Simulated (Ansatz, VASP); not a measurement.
Given: the input of a run of VASP 6.6.1 on BaO.

Contents of INCAR:

```
SYSTEM = BaO
ALGO = Normal
EDIFF = 1E-7
ENCUT = 520
GGA = PE
ISIF = 2
ISMEAR = -1
LASPH = .TRUE.
LCHARG = .FALSE.
LREAL = .FALSE.
LWAVE = .FALSE.
NBANDS = 15
NELM = 80
PREC = Accurate
SIGMA = 0.05
```

Contents of KPOINTS:

```
k-points
0
G
  8 8 8
  0 0 0
```

The input POSCAR:

```
BaO
1.0
    0.0000000000      2.6938617990      2.6938617990
    2.6938617990      0.0000000000      2.6938617990
    2.6938617990      2.6938617990      0.0000000000
Ba O
1 1
Direct
    0.0000000000      0.0000000000      0.0000000000
    0.5000000000      0.5000000000      0.5000000000
```

Potentials or basis: VASP PAW PBE potentials, release 64 (Ba_sv, O).

The run is started by

```console
$ cat potpaw_PBE.64/Ba_sv/POTCAR potpaw_PBE.64/O/POTCAR > POTCAR
$ mpirun -np 1 vasp_std > vasp.out
```

**Question.** Set up the same calculation for Ansatz 0.2.0. Potentials there: Ansatz PAW.

**Answer.** As run (the cutoff follows the program's own potentials):

Contents of input.yaml:

```yaml
crystal:
  lattice:
    - [0.0, 2.693861799, 2.693861799]
    - [2.693861799, 0.0, 2.693861799]
    - [2.693861799, 2.693861799, 0.0]
  atoms:
    - { symbol: Ba, position: [0.0, 0.0, 0.0] }
    - { symbol: O, position: [0.5, 0.5, 0.5] }
hamiltonian:
  xc: pbe
  pseudopotentials: { kind: paw }
kpoints:
  mp_grid: { grid: [8, 8, 8] }
scf:
  occupations: { method: fermi_dirac, width: 0.05 }
output:
  forces: true
  stress: true
  eigenvalues: true
```

Potentials or basis: Ansatz PAW.

Launch:

```sh
$ ansatz run input.yaml --threads 1 --pin off --max-ram 3584MiB --backend cpu --events-out ev --progress --plain --runs-dir out
```

Both were run:

|  | VASP | Ansatz | Ansatz less VASP |
| --- | --- | --- | --- |
| gap on the k mesh at the Fermi level (eV) | 1.65 | 1.73 | +0.079 |
| least direct gap on the mesh (eV) | 1.65 | 1.73 | +0.079 |
| pressure (GPa) | 11.3 | 8.9 | -2.38 |

Caveats: spin-orbit coupling is left out, which moves the levels of the heavy elements; the pressure holds a Pulay correction of +0.3 GPa for the finite cutoff (Ansatz). A k mesh can miss the band edges.
